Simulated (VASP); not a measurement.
RbBr: single point with HSE06

The system is RbBr.

```
Rb Br
1.0
     0.00000    3.46083    3.46083
     3.46083    0.00000    3.46083
     3.46083    3.46083    0.00000
Rb Br
1 1
Direct
  0.00000 0.00000 0.00000
  0.50000 0.50000 0.50000
```

The cell was built by a generator and needn't be a form met in nature.

```yaml
Program: VASP 6.6.1
Task: single point
Functional: HSE06
Potentials_or_basis: VASP PAW PBE potentials, release 64 (Rb_sv, Br)
Cutoff: 520 eV
k_mesh: 4 × 4 × 4
Occupations: gaussian, width 0.01 eV
Spin: no spin polarisation
Dipole_correction: no
Exchange_at_q_=_0: truncated
Grid_for_exact_exchange_PRECFOCK: Normal
Screening_parameter: 0.2079 1/A
Further_INCAR_settings: ALGO = Normal; EDIFF = 1e-07; NBANDS = 15
```

| Quantity | Value |
| --- | --- |
| Pressure | 0.3 GPa |
| Band gap on the k mesh | 5.44 eV, direct |

Levels at points of the mesh, in eV from the valence-band top:
| k point | band 4 | band 5 | band 6 | band 7 | band 8 | band 9 | band 10 | band 11 | band 12 | band 13 |
| --- | --- | --- | --- | --- | --- | --- | --- | --- | --- | --- |
| (0.00, 0.00, 0.00) | -9.07 | -9.07 | 0.00 | 0.00 | 0.00 | 5.44 | 8.53 | 8.53 | 8.53 | 9.48 |
| (0.50, 0.00, 0.00) | -9.07 | -9.02 | -0.97 | -0.34 | -0.34 | 7.88 | 8.87 | 10.81 | 10.81 | 11.35 |
| (0.50, 0.50, 0.00) | -9.14 | -9.14 | -0.49 | -0.17 | -0.17 | 6.78 | 8.30 | 10.27 | 10.58 | 10.77 |

Wall time 4.7 min on 1 thread of Intel(R) Xeon(R) 6975P-C (Granite Rapids), on a shared host, peak memory 0.32 GiB.

Caveat: the PAW data sets were made with another functional, which shifts forces and pressure a little.
